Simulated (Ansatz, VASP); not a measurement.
## One calculation of WC, two programs

The input INCAR:

```
  PREC = Accurate
  ENCUT = 520
  EDIFF = 1E-7
  ISMEAR = -1
  SIGMA = 0.05
  LREAL = F
  LASPH = T
  NELM = 100
  ALGO = Normal
  ISIF = 2
  LWAVE = F
  LCHARG = T
  LELF = T
  LVHAR = T
  NBANDS = 16
```

Contents of KPOINTS:

```
Automatic mesh
0
Gamma
  10 10 10
```

File POSCAR:

```
WC
1.0
    0.0000000000      2.2215384142      2.2215384142
    2.2215384142      0.0000000000      2.2215384142
    2.2215384142      2.2215384142      0.0000000000
W C
1 1
Direct
    0.0000000000      0.0000000000      0.0000000000
    0.5000000000      0.5000000000      0.5000000000
```

File input.yaml:

```yaml
crystal:
  lattice:
    - [0.0, 2.2215384142, 2.2215384142]
    - [2.2215384142, 0.0, 2.2215384142]
    - [2.2215384142, 2.2215384142, 0.0]
  atoms:
    - { symbol: W, position: [0.0, 0.0, 0.0] }
    - { symbol: C, position: [0.5, 0.5, 0.5] }
kpoints:
  mp_grid: { grid: [10, 10, 10] }
scf:
  occupations: { method: fermi_dirac, width: 0.05 }
hamiltonian:
  xc: lda
  pseudopotentials: { kind: all_electron, lapw: { basis_error: 0.001 } }
output:
  forces: true
  stress: true
  eigenvalues: true
```

Change from the starting cell: volume scaled by 1.04.

Alike in both runs: task single point; functional LDA; k mesh 10 × 10 × 10; occupations fermi-dirac, width 0.05 eV; no spin polarisation.

```csv
,VASP,Ansatz
version,VASP 6.6.1,Ansatz 0.2.0
potentials or method,"VASP PAW LDA potentials, release 64 (W_sv, C)","all-electron LAPW, scalar-relativistic"
plane-wave cutoff (eV),520,see its input
```

```tsv
	VASP	Ansatz	Ansatz less VASP
gap on the k mesh at the Fermi level (eV)	none	none	-
pressure (GPa)	-26.3	-28.1	-1.75
```

A gap of «none» marks a metal or a gap that the smearing closes. Ansatz ran all-electron here, so the differences hold the error of VASP's frozen core and of both bases.

Caveats: so large a pressure means that the cell lies far from this level's equilibrium, or that cutoff or potentials fall short (VASP). The runs have no spin-orbit coupling, so splittings on W are missing.
